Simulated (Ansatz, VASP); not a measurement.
Si: VASP beside Ansatz

INCAR

```
ALGO = Normal ; EDIFF = 1E-6
ENCUT = 520 ; GGA = PS
ISIF = 2 ; ISMEAR = 0
LASPH = True ; LCHARG = False
LREAL = False ; LWAVE = False
NBANDS = 16 ; NELM = 100
PREC = Accurate ; SIGMA = 0.01
```

KPOINTS

```
k-points
0
Gamma
  9 9 6
```

POSCAR

```
Si
1.0
    3.8200000000      0.0000000000      0.0000000000
   -1.9100000000      3.3082170425      0.0000000000
    0.0000000000      0.0000000000      6.3200000000
Si
4
Direct
    0.3333333333      0.6666666667      0.0000518342
    0.6666666667      0.3333333333      0.5000518342
    0.3333333333      0.6666666667      0.3739481658
    0.6666666667      0.3333333333      0.8739481658
```

Input for Ansatz:

```yaml
crystal:
  lattice:
    - [3.82, 0.0, 0.0]
    - [-1.91, 3.3082170425, 0.0]
    - [0.0, 0.0, 6.32]
  atoms:
    - { symbol: Si, position: [0.3333333333, 0.6666666667, 5.18342e-05] }
    - { symbol: Si, position: [0.6666666667, 0.3333333333, 0.5000518342] }
    - { symbol: Si, position: [0.3333333333, 0.6666666667, 0.3739481658] }
    - { symbol: Si, position: [0.6666666667, 0.3333333333, 0.8739481658] }
basis:
  ecutwfc: 420
kpoints:
  mp_grid: { grid: [9, 9, 6] }
  band_path:
    path:
      - [0.0, 0.0, 0.0]
      - [0.0, 0.0, 0.0]
      - [0.5, 0.0, 0.0]
      - [0.5, 0.0, 0.0]
      - [0.3333333333, 0.3333333333, 0.0]
      - [0.0, 0.0, 0.5]
      - [0.0072956626, -0.0036478313, 0.0]
      - [-0.0072956626, 0.0036478313, 0.0]
      - [0.0, 0.0, 0.0120703109]
      - [0.0, 0.0, -0.0120703109]
      - [0.0072956626, -0.0036478313, 0.0]
      - [-0.0072956626, 0.0036478313, 0.0]
      - [0.0, 0.0, 0.0120703109]
      - [0.0, 0.0, -0.0120703109]
    npoints: 1
hamiltonian:
  xc: pbesol
  pseudopotentials: { kind: paw, azcp: { folder: soft_1 } }
scf:
  occupations: { method: fixed }
  n_extra_bands: 6
output:
  forces: true
  stress: true
  eigenvalues: true
```

Alike in both runs: task single point; functional PBEsol; k mesh 9 × 9 × 6; no spin polarisation.

|  | VASP | Ansatz |
| --- | --- | --- |
| version | VASP 6.6.1 | Ansatz 0.2.0 |
| potentials or method | VASP PAW PBE potentials, release 64 (Si) | scalar-relativistic, plane waves, PAW |
| plane-wave cutoff (eV) | 520 | 420 |
| occupations | gaussian, width 0.01 eV | fixed |
| valence electrons in the cell | 16 | 16 |

Ansatz gave:

* gap on the k mesh at the Fermi level (eV): 0.33
* least direct gap on the mesh (eV): 0.98
* pressure (GPa): 0.3
* largest component of the traceless stress (GPa): 0.06

Problem. Which values does VASP return?

Solution. gap on the k mesh at the Fermi level (eV): 0.32; least direct gap on the mesh (eV): 0.98; pressure (GPa): 0.4; largest component of the traceless stress (GPa): 0.07.

Ansatz warned: «pseudo_functional_mismatch».

Caveats: the PAW data sets were made with another functional, which shifts forces and pressure a little (VASP); an odd mesh through Γ misses points on the zone boundary, where band edges often lie.
